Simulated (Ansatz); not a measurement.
## Density of states of BeSe

Space group F-43m (No. 216). a = 5.070 Å, b = 5.070 Å, c = 5.070 Å, α = 90.00°, β = 90.00°, γ = 90.00°
```
atom  site  symmetry       x       y       z
  Be    4a      -43m  0.0000  0.0000  0.0000
  Se    4c      -43m  0.2500  0.2500  0.2500
```

The runs use the primitive cell with vectors (0.000, 2.535, 2.535), (2.535, 0.000, 2.535), (2.535, 2.535, 0.000) Å, to which the k mesh refers.

It takes space group F-43m (No. 216, cubic). The conventional cell has a = 5.070 Å, b = 5.070 Å, c = 5.070 Å, α = 90.00°, β = 90.00°, γ = 90.00°. Be (site symmetry -43m) is surrounded by 4 Se at 2.20 Å. Se (site symmetry -43m) has 4 Be at 2.20 Å as nearest neighbours.

The cell comes from COD entry 9008837, which wasn't checked; take it as a given geometry. It differs from other determinations.

These are results of Ansatz 0.2.0, DFT, PBE, all-electron LAPW, scalar-relativistic, not measurements.

The runs use a Γ-centred 10×10×10 k mesh, Fermi–Dirac smearing of 0.03 eV, basis error target 0.5 meV/atom, no spin polarisation.

Question: Which of the resolved shells contributes most in the top eV of the valence band?

Answer: Se 4p, with 91 % of all states there; Be 2s follows with 0 %.

Question: Tabulate the density of states.

Answer: States per eV and cell, averaged over 0.4 eV, from -6.1 to 4.5 eV, with energies (bin centres) from the valence-band top; empty bins are left out. The partial columns, the largest 3 alone, are projections on Löwdin-orthogonalised atomic shells (those that the program's projection atoms carry: the occupied ones and, for some elements, an empty d or f shell; other empty shells have no column), summed over atoms of an element. Weights on diffuse s and p shells depend on that basis and aren't pure angular character.
```tsv
E (eV)	total	Se 4p	Be 2s	Se 4s
-6.0	0.02	0.02	0.00	0.00
-5.6	0.43	0.36	0.06	0.01
-5.2	1.10	0.88	0.18	0.02
-4.8	1.86	1.43	0.34	0.06
-4.4	0.50	0.39	0.06	0.04
-4.0	0.75	0.64	0.05	0.03
-3.6	1.00	0.86	0.07	0.03
-3.2	1.03	0.90	0.06	0.02
-2.8	1.49	1.32	0.05	0.02
-2.4	1.53	1.37	0.04	0.02
-2.0	1.48	1.33	0.02	0.01
-1.6	1.45	1.31	0.02	0.01
-1.2	1.24	1.13	0.01	0.01
-0.8	0.68	0.62	0.00	0.00
-0.4	0.36	0.33	0.00	0.00
0.0	0.05	0.05	0.00	0.00
2.8	0.05	0.00	0.00	0.00
3.2	0.17	0.00	0.00	0.00
3.6	0.30	0.01	0.01	0.00
4.0	0.46	0.02	0.03	0.00
4.4	0.71	0.03	0.07	0.01
```
